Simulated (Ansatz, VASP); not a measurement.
**Au in VASP and in Ansatz**

```xyz
1
Lattice="-1.5247 1.5247 1.6573 1.5247 -1.5247 1.6573 1.5247 1.5247 -1.6573" Properties=species:S:1:pos:R:3 pbc="T T T"
Au    0.0000    0.0000    0.0000
```

Change from the starting cell: strain -0.080 along x and y, +0.000 along z, atoms carried along.

Alike in both runs: task single point; functional PBEsol; k mesh 20 × 20 × 20; occupations gaussian, width 0.15 eV; no spin polarisation.

|  | VASP | Ansatz |
| --- | --- | --- |
| version | VASP 6.6.1 | Ansatz 0.2.0 |
| potentials or method | VASP PAW PBE potentials, release 64 (Au) | scalar-relativistic, plane waves, PAW |
| plane-wave cutoff (eV) | 520 | 420 |
| valence electrons in the cell | 11 | 19 |

Ansatz gave:

| Quantity | Value |
| --- | --- |
| gap on the k mesh at the Fermi level (eV) | none |
| pressure (GPa) | 23.4 |
| largest component of the traceless stress (GPa) | 0.63 |

What did VASP give for the same quantities?

gap on the k mesh at the Fermi level (eV): none; pressure (GPa): 23.0; largest component of the traceless stress (GPa): 0.63.

A gap of «none» marks a metal or a gap that the smearing closes. The two sets of potentials don't hold the same shells in valence.

Caveats: so large a pressure means that the cell lies far from this level's equilibrium, or that cutoff or potentials fall short (VASP); the potentials were made for another functional, which shifts forces and pressure (VASP). Spin-orbit coupling is left out, which matters for the levels of Au.
